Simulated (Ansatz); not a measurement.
**SnTe: equation of state**

Aim: scale the cell of SnTe up and down at fixed shape and fractional positions, and get the equilibrium volume and bulk modulus with LAPW, PAW and all-electron datasets made for the crystal.

Computed with Ansatz 0.2.0 (DFT PBE, scalar-relativistic, unless a step's input says otherwise).

1 further run of the same task is left out (set aside as unsound or not needed).

### Step 1. The starting structure

The structure is cubic, space group F-43m (No. 216). The conventional cell has a = 7.213 Å, b = 7.213 Å, c = 7.213 Å, α = 90.00°, β = 90.00°, γ = 90.00°. Sn (site symmetry -43m) is surrounded by 4 Te at 3.12 Å. Around Te (site symmetry -43m) lie 4 Sn at 3.12 Å.

As a file:

```
Sn Te
1.0
     0.00000    3.60674    3.60674
     3.60674    0.00000    3.60674
     3.60674    3.60674    0.00000
Sn Te
1 1
Cartesian
  0.0000 0.0000 0.0000
  1.8034 1.8034 1.8034
```

The cell was relaxed by PAW from a hypothetical start (zincblende type); it needn't be the stable phase of this composition.

Atoms are numbered in the order of the input: Sn1, Te2.

### Step 2. Volume × 0.9405, LAPW

File input.yaml:

```yaml
crystal:
  lattice:
    - [0.0, 3.5337391279, 3.5337391279]
    - [3.5337391279, 0.0, 3.5337391279]
    - [3.5337391279, 3.5337391279, 0.0]
  atoms:
    - { symbol: Sn, position: [0.0, 0.0, 0.0] }
    - { symbol: Te, position: [0.25, 0.25, 0.25] }
kpoints:
  mp_grid: { grid: [9, 9, 9] }
scf:
  occupations: { method: fermi_dirac, width: 0.05 }
hamiltonian:
  xc: pbe
  pseudopotentials: { kind: all_electron, lapw: { basis_error: 0.001 } }
output:
  forces: true
  stress: true
  eigenvalues: true
```

### Step 3. Volume × 0.9405, PAW

Edit input.yaml of step 2 so:

```diff
@@ -14,3 +14,3 @@
   xc: pbe
-  pseudopotentials: { kind: all_electron, lapw: { basis_error: 0.001 } }
+  pseudopotentials: { kind: paw }
 output:
@@ -19 +19,2 @@
   eigenvalues: true
+  efg: { contact_densities: true }
```

### Step 4. Volume × 0.9405, crystal datasets

Edit input.yaml of step 3 so:

```diff
@@ -14,3 +14,3 @@
   xc: pbe
-  pseudopotentials: { kind: paw }
+  pseudopotentials: { kind: all_electron, datasets: crystal }
 output:
```

### Step 5. Volume × 0.98, LAPW

File input.yaml:

```yaml
crystal:
  lattice:
    - [0.0, 3.5825333663, 3.5825333663]
    - [3.5825333663, 0.0, 3.5825333663]
    - [3.5825333663, 3.5825333663, 0.0]
  atoms:
    - { symbol: Sn, position: [0.0, 0.0, 0.0] }
    - { symbol: Te, position: [0.25, 0.25, 0.25] }
kpoints:
  mp_grid: { grid: [9, 9, 9] }
scf:
  occupations: { method: fermi_dirac, width: 0.05 }
hamiltonian:
  xc: pbe
  pseudopotentials: { kind: all_electron, lapw: { basis_error: 0.001 } }
output:
  forces: true
  stress: true
  eigenvalues: true
```

### Step 6. Volume × 0.98, PAW

Edit input.yaml of step 5 so:

```diff
@@ -14,3 +14,3 @@
   xc: pbe
-  pseudopotentials: { kind: all_electron, lapw: { basis_error: 0.001 } }
+  pseudopotentials: { kind: paw }
 output:
@@ -19 +19,2 @@
   eigenvalues: true
+  efg: { contact_densities: true }
```

### Step 7. Volume × 1.02, LAPW

File input.yaml:

```yaml
crystal:
  lattice:
    - [0.0, 3.6306268013, 3.6306268013]
    - [3.6306268013, 0.0, 3.6306268013]
    - [3.6306268013, 3.6306268013, 0.0]
  atoms:
    - { symbol: Sn, position: [0.0, 0.0, 0.0] }
    - { symbol: Te, position: [0.25, 0.25, 0.25] }
kpoints:
  mp_grid: { grid: [9, 9, 9] }
scf:
  occupations: { method: fermi_dirac, width: 0.05 }
hamiltonian:
  xc: pbe
  pseudopotentials: { kind: all_electron, lapw: { basis_error: 0.001 } }
output:
  forces: true
  stress: true
  eigenvalues: true
```

### Step 8. Volume × 1.02, PAW

Edit input.yaml of step 7 so:

```diff
@@ -14,3 +14,3 @@
   xc: pbe
-  pseudopotentials: { kind: all_electron, lapw: { basis_error: 0.001 } }
+  pseudopotentials: { kind: paw }
 output:
@@ -19 +19,2 @@
   eigenvalues: true
+  efg: { contact_densities: true }
```

### Step 9. Volume × 1.06, LAPW

File input.yaml:

```yaml
crystal:
  lattice:
    - [0.0, 3.6774787662, 3.6774787662]
    - [3.6774787662, 0.0, 3.6774787662]
    - [3.6774787662, 3.6774787662, 0.0]
  atoms:
    - { symbol: Sn, position: [0.0, 0.0, 0.0] }
    - { symbol: Te, position: [0.25, 0.25, 0.25] }
kpoints:
  mp_grid: { grid: [9, 9, 9] }
scf:
  occupations: { method: fermi_dirac, width: 0.05 }
hamiltonian:
  xc: pbe
  pseudopotentials: { kind: all_electron, lapw: { basis_error: 0.001 } }
output:
  forces: true
  stress: true
  eigenvalues: true
```

### Step 10. Volume × 1.06, PAW

Edit input.yaml of step 9 so:

```diff
@@ -14,3 +14,3 @@
   xc: pbe
-  pseudopotentials: { kind: all_electron, lapw: { basis_error: 0.001 } }
+  pseudopotentials: { kind: paw }
 output:
@@ -19 +19,2 @@
   eigenvalues: true
+  efg: { contact_densities: true }
```

### Step 11. Volume × 1.06, crystal datasets

Edit input.yaml of step 10 so:

```diff
@@ -14,3 +14,3 @@
   xc: pbe
-  pseudopotentials: { kind: paw }
+  pseudopotentials: { kind: all_electron, datasets: crystal }
 output:
```

(Steps that only read results are left out.)

Q: Predict the outcome of this session. Wanted: equilibrium volume; bulk modulus (for each run or level that gives them).

As calculated:

| quantity | value |
| --- | --- |
| equilibrium volume (LAPW) | 46.982 Å³/atom |
| bulk modulus (LAPW) | 24.2 GPa |
| its pressure derivative (LAPW) | 3.5 |
| equilibrium volume (PAW) | 46.975 Å³/atom |
| bulk modulus (PAW) | 24.2 GPa |
| its pressure derivative (PAW) | 3.6 |

By LAPW, the pressure vanishes at 46.98 Å³/atom (+0.1 % from the starting cell) and the bulk modulus there is 24.2 GPa (Birch-Murnaghan, third order). PAW's volume lies -0.02 % and its modulus less than 0.1 % from LAPW's. No thermal or zero-point expansion is included. Spin-orbit coupling is left out, though the cell holds Te; in elements this heavy it can shift bands and gaps by tenths of an eV.
